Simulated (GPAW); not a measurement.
BAs: relaxation of cell and atoms with PBEsol

Crystal: BAs.

```
CELL_PARAMETERS angstrom
0.00000 2.38850 2.38850
2.38850 0.00000 2.38850
2.38850 2.38850 0.00000
ATOMIC_POSITIONS crystal
As 0.75000 0.75000 0.75000
B 0.00000 0.00000 0.00000
```

```
Program             : GPAW 26.7.0
Task                : relaxation of cell and atoms
Functional          : PBEsol
Potentials or basis : PAW data sets generated in the run's folder for this functional
Cutoff              : 800 eV
Basis               : pw
k mesh              : 10 × 10 × 10
Occupations         : fermi-dirac, width 0.05 eV
Spin                : no spin polarisation
Target pressure     : 30 GPa
Maxiter             : 150
Optimizer           : BFGS
Fmax                : 0.02 eV/Å
Max steps           : 60
Target pressure     : 30 GPa
Convergence         : density=1e-05 forces=0.0001
```

```yaml
Relaxed_volume: 11.66 Å³/atom
Relaxed_cell: a = 3.207 Å, b = 3.207 Å, c = 3.207 Å, α = 60.00°, β = 60.00°, γ = 60.00°
Space_group_after_relaxing_to_0.05_Å: F-43m (No. 216)
Energy_change_on_relaxing_the_enthalpy_is_what_falls: +159.4 meV/atom
Ionic_steps: 4
Pressure_after_relaxing: 29.7 GPa
Band_gap_on_the_k_mesh: 0.92 eV, indirect (least direct gap 3.48 eV)
```

The path:
```tsv
step	energy change (eV)	largest force (eV/Å)	pressure (GPa)	volume (Å³)
1	0.0000	0.0000	-0.28	27.25
2	0.0364	0.0000	8.41	25.79
3	0.3835	0.0000	33.40	23.00
4	0.3189	0.0000	29.74	23.33
```

Final structure:
```
As B
1.0
     0.00000    2.26778    2.26778
     2.26778    0.00000    2.26778
     2.26778    2.26778    0.00000
As B
1 1
Direct
  0.75000 0.75000 0.75000
  0.00000 0.00000 0.00000
```

Levels at points of the mesh, in eV from the valence-band top:
| k point | band 1 | band 2 | band 3 | band 4 | band 5 | band 6 | band 7 |
| --- | --- | --- | --- | --- | --- | --- | --- |
| (0.00, 0.00, 0.00) | -16.95 | 0.00 | 0.00 | 0.00 | 3.48 | 3.48 | 3.48 |
| (0.50, 0.50, 0.00) | -11.90 | -9.45 | -4.78 | -4.78 | 1.13 | 1.17 | 12.96 |
| (0.50, 0.50, 0.50) | -13.46 | -10.05 | -2.10 | -2.10 | 3.66 | 4.92 | 4.92 |

Wall time 2 min on 1 thread of Intel(R) Xeon(R) Processor @ 2.50GHz (Skylake/Cascade Lake) (shared host), peak memory 0.19 GiB.

Caveat: later steps reuse the first step's grids. PBEsol gaps usually lie below the measured ones, often by a third to a half.
